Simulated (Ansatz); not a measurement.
# Si: band gap under strain

Aim: follow the gap of Si built on the diamond prototype through these states: -4.0 % biaxial strain in x and y, free along z; -0.4 % equal strain in all directions; +4.3 % shear in the xy plane. The table at the end shows which levels were run.

Code: Ansatz 0.2.0. PAW datasets, plane waves. Spin-unpolarised throughout; all numbers are computed.

## (1) The system as given

The unstrained cell was relaxed with r2SCAN; in each strained cell the atoms were relaxed again with r2SCAN. Names of k-points are those of the unstrained zone, where strain can split equivalent points. First state: -4.0 % biaxial strain in x and y, free along z.

It is tetragonal, I4_1/amd (No. 141); conventional cell a = 3.695 Å, c = 5.605 Å, 19.12 Å³ an atom. Around Si lie 4 Si at 2.32 Å.

The structure in full:

```cif
data_structure
_symmetry_space_group_name_H-M 'I4_1/amd:1'
_symmetry_Int_Tables_number 141
_cell_length_a 3.6945
_cell_length_b 3.6945
_cell_length_c 5.6046
_cell_angle_alpha 90.000
_cell_angle_beta 90.000
_cell_angle_gamma 90.000
_cell_volume 76.50
loop_
_atom_site_label
_atom_site_type_symbol
_atom_site_symmetry_multiplicity
_atom_site_Wyckoff_symbol
_atom_site_fract_x
_atom_site_fract_y
_atom_site_fract_z
_atom_site_occupancy
Si1 Si 4 a 0.00000 0.00000 0.00000 1
```

## (2) -4.0 % biaxial strain in x and y, free along z: PBE

Contents of input.yaml:

```yaml
crystal:
  lattice:
    - [0.0, 2.6124175046, 2.8022852681]
    - [2.6124175046, 0.0, 2.8022852681]
    - [2.6124175046, 2.6124175046, 0.0]
  atoms:
    - { symbol: Si, position: [0.0, 0.0, 0.0] }
    - { symbol: Si, position: [0.25, 0.25, 0.25] }
kpoints:
  mp_grid: { grid: [8, 8, 8] }
  band_path:
    path:
      - [0.0, 0.0, 0.0]
      - [0.5, 0.0, 0.5]
      - [0.625, 0.25, 0.625]
      - [0.375, 0.375, 0.75]
      - [0.5, 0.5, 0.5]
      - [0.5, 0.25, 0.75]
      - [0.4, 0.0, 0.4]
    npoints: 1
hamiltonian:
  xc: pbe
scf:
  occupations: { method: fermi_dirac, width: 0.02 }
  n_extra_bands: 4
output:
  forces: true
  stress: true
  eigenvalues: true
```

After this run come: -4.0 % biaxial strain in x and y, free along z: r2SCAN; -4.0 % biaxial strain in x and y, free along z: HSE06; -0.4 % equal strain in all directions: PBE; -0.4 % equal strain in all directions: r2SCAN; -0.4 % equal strain in all directions: HSE06; +4.3 % shear in the xy plane: PBE; +4.3 % shear in the xy plane: r2SCAN; +4.3 % shear in the xy plane: HSE06.

Before running it: what results should come out?

**Answer**, as computed:

Least gap in eV (negative: overlap):

```
                                         state   PBE  r2SCAN  HSE06
-4.0 % biaxial strain in x and y, free along z  0.10    0.27   0.65
         -0.4 % equal strain in all directions  0.57    0.76   1.13
                  +4.3 % shear in the xy plane  0.21    0.38   0.76
```

Where both were run, the HSE06 gap lies +0.54 to +0.56 eV from PBE's, each on its own k points. In PBE the gap is least under -4.0 % biaxial strain in x and y, free along z (0.10 eV) and largest under -0.4 % equal strain in all directions (0.57 eV).
